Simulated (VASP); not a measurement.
Input of a VASP 6.6.1 run:

File POSCAR:

```
C
1.0
    1.2331880975      0.7119814801      8.2826151019
   -1.2331880975      0.7119814801      8.2826151019
    0.0000000000     -1.4239629601      8.2826151019
C
4
Direct
    0.0871730800      0.0871730800      0.0871730800
    0.7538500600      0.7538500600      0.7538500600
    0.2461499400      0.2461499400      0.2461499400
    0.9128269200      0.9128269200      0.9128269200
```

The input INCAR.step1:

```
SYSTEM = C
PREC = Accurate ; ENCUT = 500
EDIFF = 1E-8 ; ISMEAR = 0
SIGMA = 0.01 ; LREAL = .False.
LASPH = .True. ; NELM = 60
ALGO = Normal ; LWAVE = .True.
LCHARG = .False. ; GGA = PE
```

The input INCAR.step2:

```
SYSTEM = C
PREC = Accurate ; ENCUT = 500
EDIFF = 1E-8 ; ISMEAR = 0
SIGMA = 0.01 ; LREAL = .False.
LASPH = .True. ; NELM = 1
ALGO = Exact ; LWAVE = .True.
LCHARG = .False. ; GGA = PE
NBANDS = 190 ; LOPTICS = .True.
ISTART = 1
```

File INCAR.step3:

```
SYSTEM = C
PREC = Accurate ; ENCUT = 500
EDIFF = 1E-8 ; ISMEAR = 0
SIGMA = 0.01 ; LREAL = .False.
LASPH = .True. ; ALGO = EVGW0
LWAVE = .False. ; LCHARG = .False.
GGA = PE ; NELMGW = 1
NBANDS = 190 ; ENCUTGW = 150
NOMEGA = 48 ; PRECFOCK = Fast
ISTART = 1 ; NBANDSGW = 16
```

The input KPOINTS:

```
regular mesh
0
Gamma
  5 5 5
  0 0 0
```

Potentials or basis: VASP PAW PBE potentials, release 64 (C_GW).

Command:

```bash
$ cat potpaw_PBE.64/C_GW/POTCAR > POTCAR
$ cp INCAR.step1 INCAR
$ mpirun -np 1 vasp_std > vasp.out
$ cp INCAR.step2 INCAR
$ mpirun -np 1 vasp_std > vasp.out
$ cp INCAR.step3 INCAR
$ mpirun -np 1 vasp_std > vasp.out
```

(1) Predict the quasiparticle gap.

(2) Estimate the least direct quasiparticle gap.

(3) Estimate the band gap on the k mesh, mean-field level.

Answers

(1) 3.43 eV.

(2) 3.43 eV.

(3) 2.50 eV, direct.

Caveat: the k mesh is coarse (spacing up to 0.59 Å⁻¹), so the values aren't converged; bands, screening cutoff and mesh are small and nothing is extrapolated, so the quasiparticle values aren't converged; an odd mesh through Γ misses points on the zone boundary, where band edges often lie.
